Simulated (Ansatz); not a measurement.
# AlGaN2: the cost of one run

Computed with Ansatz 0.2.0 (DFT LDA, scalar-relativistic, plane waves, PAW, unless a step's input says otherwise).

2 further runs of the same task are left out: 2 set aside as unsound or not needed.

### Step 1. The system as given

The structure is tetragonal, space group P-4m2 (No. 115). The conventional cell has a = 3.115 Å, b = 3.115 Å, c = 4.384 Å, α = 90.00°, β = 90.00°, γ = 90.00°. Around Al (site symmetry -4m2) lie 4 N at 1.88 Å. Around Ga (site symmetry -4m2) lie 4 N at 1.93 Å. Around N (site symmetry 2mm) lie 2 Al at 1.88 Å and 2 Ga at 1.93 Å.

As a file:

```xyz
8
Lattice="3.1153 0.0000 0.0000 0.0000 3.1153 0.0000 0.0000 0.0000 8.7687" Properties=species:S:1:pos:R:3 pbc="T T T"
Al    1.5576    1.5576    2.1922
Al    1.5576    1.5576    6.5765
Ga    0.0000    0.0000    4.3843
Ga    0.0000    0.0000    0.0000
N     1.5576    0.0000    3.2446
N     1.5576    0.0000    7.6290
N     0.0000    1.5576    1.1397
N     0.0000    1.5576    5.5240
```

It goes back to an entry of the Materials Project, which need not be the stable form.

It is built from the cell relaxed beforehand with the same method (10.64 Å³/atom).

### Step 2. The undisturbed cell

File input.yaml:

```yaml
crystal:
  lattice:
    - [3.1152864669, 0.0, 0.0]
    - [0.0, 3.1152864669, 0.0]
    - [0.0, 0.0, 8.7686604015]
  atoms:
    - { symbol: Al, position: [0.5, 0.5, 0.25] }
    - { symbol: Al, position: [0.5, 0.5, 0.75] }
    - { symbol: Ga, position: [0.0, 0.0, 0.5] }
    - { symbol: Ga, position: [0.0, 0.0, 0.0] }
    - { symbol: "N", position: [0.5, 0.0, 0.3700256627] }
    - { symbol: "N", position: [0.5, 0.0, 0.8700256627] }
    - { symbol: "N", position: [0.0, 0.5, 0.1299743373] }
    - { symbol: "N", position: [0.0, 0.5, 0.6299743373] }
basis:
  ecutwfc: 420
kpoints:
  mp_grid: { grid: [8, 8, 4] }
hamiltonian:
  xc: lda
scf:
  occupations: { method: gaussian, width: 0.05 }
output:
  forces: true
  stress: true
  eigenvalues: true
```

Command:

```console
> ansatz run input.yaml --threads 1 --pin off --max-ram 2560MiB --backend cpu --events-out ev --progress --plain --runs-dir out
```

What time and memory should one allow on 1 thread of Oxide Virtual Turin-like (Zen 5), shared host?

About 4 s, with a peak of 0.41 GiB.
